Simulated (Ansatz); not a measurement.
Molecular dynamics of WC

input.yaml

```yaml
accuracy: low
crystal:
  lattice:
    - [-2.936651, -5.086429, 0.0]
    - [4.404977, -2.543214, 0.0]
    - [0.0, 0.0, 5.768505]
  atoms:
    - { symbol: W, position: [0.77741832, 0.50523392, -0.03348787] }
    - { symbol: C, position: [0.47990093, 0.67970171, 0.22636762] }
    - { symbol: W, position: [0.74440061, 0.50191108, 0.48059628] }
    - { symbol: C, position: [0.53384083, 0.68661607, 0.73038174] }
    - { symbol: W, position: [0.51189934, 0.03601889, -0.02614401] }
    - { symbol: C, position: [0.24499239, 0.15095633, 0.25680082] }
    - { symbol: W, position: [0.5216244, -0.00296629, 0.46445322] }
    - { symbol: C, position: [0.26195967, 0.19826479, 0.69979218] }
    - { symbol: W, position: [0.26484169, 0.49928157, 0.02124628] }
    - { symbol: C, position: [-0.00345768, 0.67833775, 0.29189676] }
    - { symbol: W, position: [0.26480432, 0.52589705, 0.51652866] }
    - { symbol: C, position: [0.04327433, 0.6472998, 0.75094227] }
    - { symbol: W, position: [0.00181598, -0.02370821, -0.00612852] }
    - { symbol: C, position: [0.77266063, 0.1572005, 0.20977913] }
    - { symbol: W, position: [0.01421572, 0.01514361, 0.4785312] }
    - { symbol: C, position: [0.75724502, 0.16075298, 0.74859399] }
basis:
  ecutwfc: 420.0
kpoints:
  mp_grid: { grid: [2, 2, 2] }
hamiltonian:
  xc: pbe
  pseudopotentials: { kind: paw, azcp: { folder: soft_1 } }
scf:
  occupations: { method: fermi_dirac, width: 0.24 }
  lower_state_search: "off"
md:
  timestep: 1
  n_steps: 220
  ensemble: nvt_nose_hoover
  temperature: 1680.0
  initial_velocities: maxwell_boltzmann
  seed: 65589
  nose_hoover: { tau: 100.0, chain_length: 3 }
```

Run as:

```bash
$ ansatz run input.yaml --threads 1 --pin off --max-ram 3072MiB --backend cpu --events-out ev --progress --plain --runs-dir out
```

It goes on from the last frame of an earlier run, with new velocities.

Output, in part (step lines):

```
md step     0: t =     0.00 fs  T =  1680.0 K  F+E_penalty+E_count = -85092.08715057 eV  E_kin = 3.257352 eV  conserved = -85088.82979860 eV  (9 SCF iters)
md step     1: t =     1.00 fs  T =  1701.8 K  F+E_penalty+E_count = -85092.12952922 eV  E_kin = 3.299554 eV  conserved = -85088.82997390 eV  (6 SCF iters)
md step     2: t =     2.00 fs  T =  1739.5 K  F+E_penalty+E_count = -85092.20289223 eV  E_kin = 3.372640 eV  conserved = -85088.83024091 eV  (6 SCF iters)
md step     3: t =     3.00 fs  T =  1790.9 K  F+E_penalty+E_count = -85092.30297725 eV  E_kin = 3.472372 eV  conserved = -85088.83055761 eV  (6 SCF iters)
md step     4: t =     4.00 fs  T =  1853.4 K  F+E_penalty+E_count = -85092.42460023 eV  E_kin = 3.593579 eV  conserved = -85088.83088961 eV  (6 SCF iters)
md step     5: t =     5.00 fs  T =  1924.1 K  F+E_penalty+E_count = -85092.56219631 eV  E_kin = 3.730686 eV  conserved = -85088.83121454 eV  (4 SCF iters)
md step     6: t =     6.00 fs  T =  2000.2 K  F+E_penalty+E_count = -85092.71020345 eV  E_kin = 3.878105 eV  conserved = -85088.83152146 eV  (3 SCF iters)
md step     7: t =     7.00 fs  T =  2078.7 K  F+E_penalty+E_count = -85092.86329191 eV  E_kin = 4.030468 eV  conserved = -85088.83180394 eV  (4 SCF iters)
[... lines left out ...]
md step   219: t =   219.00 fs  T =  1605.5 K  F+E_penalty+E_count = -85094.12138016 eV  E_kin = 3.112937 eV  conserved = -85088.83337612 eV  (3 SCF iters)
md step   220: t =   220.00 fs  T =  1664.2 K  F+E_penalty+E_count = -85094.23787431 eV  E_kin = 3.226734 eV  conserved = -85088.83378890 eV  (6 SCF iters)
```

The steps, from the saved trajectory:

```tsv
time (fs)	T (K)	potential energy less start (eV)	conserved less start (meV/atom)
0.0	1680	0.000	0.00
7.0	2079	-0.776	-0.13
14.0	2515	-1.635	-0.19
21.0	2531	-1.702	-0.15
28.0	2324	-1.356	-0.10
35.0	2220	-1.227	-0.10
42.0	2209	-1.291	-0.13
49.0	2094	-1.169	-0.18
56.0	1696	-0.493	-0.11
63.0	1408	-0.011	-0.06
70.0	1559	-0.379	-0.12
77.0	1761	-0.855	-0.23
84.0	1559	-0.547	-0.12
91.0	1507	-0.519	-0.08
98.0	1847	-1.263	-0.19
105.0	1983	-1.626	-0.24
112.0	1713	-1.200	-0.11
119.0	1778	-1.419	-0.13
126.0	2070	-2.096	-0.28
133.0	1815	-1.717	-0.19
140.0	1540	-1.279	-0.09
147.0	1780	-1.840	-0.24
154.0	1834	-2.049	-0.28
161.0	1473	-1.441	-0.21
168.0	1296	-1.164	-0.12
175.0	1580	-1.783	-0.34
182.0	1336	-1.367	-0.24
189.0	1035	-0.819	-0.09
196.0	1397	-1.552	-0.26
203.0	1623	-2.022	-0.31
210.0	1420	-1.651	-0.18
217.0	1497	-1.818	-0.18
```

All steps were run. The conserved energy stayed within 0.35 meV per atom of its start (net change -0.25 meV per atom), so the integration is sound. A run of 0.22 ps of so small a system gives no equilibrium averages. Limits of this set-up: coarse k mesh, low accuracy level.

Mean squared displacements from the first frame to the last, about the centre of mass: W 0.03 Å², C 0.08 Å².

Last frame:

```xyz
16
Lattice="-2.9367 -5.0864 0.0000 4.4050 -2.5432 0.0000 0.0000 0.0000 5.7685" Properties=species:S:1:pos:R:3
W 0.026 -5.131 -0.077
C 1.502 -4.314 1.355
W 0.037 -5.218 2.718
C 1.481 -4.189 4.146
W -1.567 -2.623 -0.158
C -0.123 -1.768 1.458
W -1.398 -2.618 2.837
C 0.031 -1.713 4.367
W 1.414 -2.685 0.032
C 2.956 -1.817 1.268
W 1.394 -2.538 2.916
C 2.932 -1.686 4.087
W 0.053 -0.055 -0.146
C -1.468 -4.393 1.248
W -0.014 -0.151 2.830
C -1.456 -4.165 4.383
```

The run took 17 min on 1 thread of Arm Neoverse V2, with other jobs on the host, peak memory 0.51 GiB.
